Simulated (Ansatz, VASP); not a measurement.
One calculation of Sn3Te, two programs

INCAR

```
SYSTEM = Sn3Te
PREC = Accurate
ENCUT = 520
EDIFF = 1E-6
ISMEAR = 0
SIGMA = 0.1
LREAL = .False.
LASPH = .True.
NELM = 60
ALGO = Fast
ISIF = 2
LWAVE = .False.
LCHARG = .True.
GGA = PS
LELF = .True.
LVHAR = .True.
NBANDS = 32
```

File KPOINTS:

```
regular mesh
0
Gamma
  8 8 8
  0 0 0
```

POSCAR

```
Sn3Te
1.0
    4.9780665244      0.0000000000      0.0000000000
    0.0000000000      5.1240351844      0.0000000000
    0.0000000000      0.0000000000      5.1240351844
Sn Te
3 1
Direct
    0.5174392531      0.5000000000      0.0000000000
    0.4825607469      0.0000000000      0.5000000000
    0.0000000000      0.5000000000      0.5000000000
    0.0000000000      0.0000000000      0.0000000000
```

Input for Ansatz:

```yaml
crystal:
  lattice:
    - [4.9780665244, 0.0, 0.0]
    - [0.0, 5.1240351844, 0.0]
    - [0.0, 0.0, 5.1240351844]
  atoms:
    - { symbol: Sn, position: [0.5174392531, 0.5, 0.0] }
    - { symbol: Sn, position: [0.4825607469, 0.0, 0.5] }
    - { symbol: Sn, position: [0.0, 0.5, 0.5] }
    - { symbol: Te, position: [0.0, 0.0, 0.0] }
basis:
  ecutwfc: 420
kpoints:
  mp_grid: { grid: [8, 8, 8] }
hamiltonian:
  xc: pbesol
scf:
  occupations: { method: gaussian, width: 0.1 }
output:
  forces: true
  stress: true
  eigenvalues: true
```

Alike in both runs: task single point; functional PBEsol; k mesh 8 × 8 × 8; occupations gaussian, width 0.1 eV; no spin polarisation.

```csv
,VASP,Ansatz
version,VASP 6.6.1,Ansatz 0.2.0
potentials or method,"VASP PAW PBE potentials, release 64 (Sn_d, Te)","scalar-relativistic, plane waves, PAW"
plane-wave cutoff (eV),520,420
valence electrons in the cell,48,58
```

```tsv
	VASP	Ansatz	Ansatz less VASP
gap on the k mesh at the Fermi level (eV)	none	none	-
pressure (GPa)	-6.2	-6.1	+0.05
largest component of the traceless stress (GPa)	0.24	0.25	+0.006
rms of the force components (eV/Å)	0.045	0.045	+0.0001
```

Atom by atom the forces differ by 0.000 eV/Å (rms over components). A gap of «none» marks a metal or a gap that the smearing closes. The two sets of potentials don't hold the same shells in valence.

Caveats: the PAW data sets were made with another functional, which shifts forces and pressure a little (VASP). Spin-orbit coupling is left out, which matters for the levels of Te.
